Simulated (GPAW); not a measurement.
Sb:

```xyz
1
Lattice="-1.8713 1.8713 1.8713 1.8713 -1.8713 1.8713 1.8713 1.8713 -1.8713" Properties=species:S:1:pos:R:3 pbc="T T T"
Sb    0.0000    0.0000    0.0000
```

This isn't the form of Sb at room conditions, which is rhombohedral.

Base run:

```yaml
Program: GPAW 26.7.0
Functional: r2SCAN
Potentials_or_basis: GPAW PAW data sets (gpaw-data 1.2.1)
Cutoff: 600 eV
Basis: pw
k_mesh: 10 × 10 × 10
Occupations: fermi-dirac, width 0.05 eV
Spin: no spin polarisation
```

Its results: pressure 2.3 GPa.

Q: The run is repeated on the same cell with these changes: cutoff from 600 eV to 450 eV; k mesh from 10 × 10 × 10 to 8 × 8 × 8. What comes out?

A: Pressure -0.7 GPa.

Caveats: the PAW data sets were made with another functional, which shifts forces and pressure a little; the cutoff is short for stress and forces, so pressures can be off by a GPa or more (some runs).

Not every run made on this cell is shown here.
